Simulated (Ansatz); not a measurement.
**YN: a single-point run**

Wanted: a converged single-point run for YN, and a check of what comes out. The structure is shown as the input types it.

Program: Ansatz 0.2.0. Level of theory: density functional or hybrid calculation with the settings of its input, plane waves (as first typed). These are calculated values, not measurements.

3 further runs of the same task are left out: 3 that didn't finish.

## (1) The structure to begin with

Symmetry: Fm-3m, No. 225, cubic system. Conventional cell: a = 4.896 Å, b = 4.896 Å, c = 4.896 Å, α = 90.00°, β = 90.00°, γ = 90.00°. Y (site symmetry m-3m) is surrounded by 6 N at 2.45 Å. N (site symmetry m-3m) is surrounded by 6 Y at 2.45 Å.

Coordinates:

```
CELL_PARAMETERS angstrom
0.00000 2.44805 2.44805
2.44805 0.00000 2.44805
2.44805 2.44805 0.00000
ATOMIC_POSITIONS crystal
Y 0.00000 0.00000 0.00000
N 0.50000 0.50000 0.50000
```

## (2) The run

The input, input.yaml:

```yaml
crystal:
  lattice:
    - [0.0, 2.4480481452, 2.4480481452]
    - [2.4480481452, 0.0, 2.4480481452]
    - [2.4480481452, 2.4480481452, 0.0]
  atoms:
    - { symbol: "Y", position: [0.0, 0.0, 0.0] }
    - { symbol: "N", position: [0.5, 0.5, 0.5] }
kpoints:
  mp_grid: { grid: [6, 6, 6] }
hamiltonian:
  xc: pbesol
scf:
  occupations: { method: fixed }
  n_extra_bands: 4
  convergence: { dr2_threshold: 0.01 }
  max_iter: 52
output:
  forces: true
  stress: true
  eigenvalues: true
```

Started as:

```sh
$ ansatz run input.yaml --threads 4 --pin off --max-ram 3686MiB --backend cpu --events-out ev --progress --plain --runs-dir out
```

Q: Will this input give a usable result? If not, why, and what should change?

The program finished normally, with warnings (force scf threshold loose, metallic iterate, stress scf threshold loose). Its log warns: «scf.convergence.dr2_threshold = 1e-2 eV is looser than this run's default, which is 1e-7 eV or tighter. The error in the forces grows as the threshold's square root ...»

The threshold asked is loose, but the program put off the close and ended at dr2 = 6.9e-10, so little accuracy was lost here.

The test: delete scf.convergence.dr2_threshold (the default then holds).
